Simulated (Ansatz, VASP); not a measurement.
**One calculation of MgO, two programs**

The input INCAR:

```
PREC = Accurate
ENCUT = 600
EDIFF = 1E-7
ISMEAR = -1
SIGMA = 0.05
LREAL = False
LASPH = True
NELM = 100
ALGO = Normal
ISIF = 3
LWAVE = False
LCHARG = False
GGA = PE
IBRION = 2
NSW = 60
EDIFFG = -0.01
```

The input KPOINTS:

```
regular mesh
0
Gamma
  10 10 10
```

The input POSCAR:

```
MgO
1.0
    0.0000000000      2.3061600000      2.3061600000
    2.3061600000      0.0000000000      2.3061600000
    2.3061600000      2.3061600000      0.0000000000
Mg O
1 1
Direct
    0.5000000000      0.5000000000      0.5000000000
    0.7500000000      0.7500000000      0.7500000000
```

File input.yaml:

```yaml
crystal:
  lattice:
    - [0.0, 2.30616, 2.30616]
    - [2.30616, 0.0, 2.30616]
    - [2.30616, 2.30616, 0.0]
  atoms:
    - { symbol: Mg, position: [0.5, 0.5, 0.5] }
    - { symbol: O, position: [0.75, 0.75, 0.75] }
hamiltonian:
  xc: pbe
  pseudopotentials: { kind: paw }
kpoints:
  mp_grid: { grid: [10, 10, 10] }
scf:
  occupations: { method: fermi_dirac, width: 0.05 }
output:
  forces: true
  stress: true
  eigenvalues: true
relax:
  f_tol: 0.01
  max_steps: 40
  cell: { stress_tol: 0.05 }
```

The cell was built by a generator and needn't be a form met in nature.

Alike in both runs: task relaxation of cell and atoms; functional PBE; k mesh 10 × 10 × 10; occupations fermi-dirac, width 0.05 eV; no spin polarisation.

|  | VASP | Ansatz |
| --- | --- | --- |
| version | VASP 6.6.1 | Ansatz 0.2.0 |
| potentials or method | VASP PAW PBE potentials, release 64 (Mg, O) | Ansatz PAW |
| plane-wave cutoff (eV) | 600 | 420 |
| valence electrons in the cell | 8 | 16 |

VASP gave:

* gap on the k mesh at the Fermi level, each at its own relaxed structure (eV): 3.49
* relaxed volume (Å³/atom): 12.21
* relaxed cell length with the largest relative difference (Å): 3.256

Problem. Which values does Ansatz return?

Solution. gap on the k mesh at the Fermi level, each at its own relaxed structure (eV): 3.48; relaxed volume (Å³/atom): 12.27; relaxed cell length with the largest relative difference (Å): 3.261.

The two sets of potentials don't hold the same shells in valence.

Caveats: the plane-wave basis is chosen anew once the cell has moved, so the energies of steps on either side of that aren't comparable (Ansatz); the pressure holds a Pulay correction of +0.5 GPa for the finite cutoff (Ansatz). PBE gaps usually lie below the measured ones, often by a third to a half.
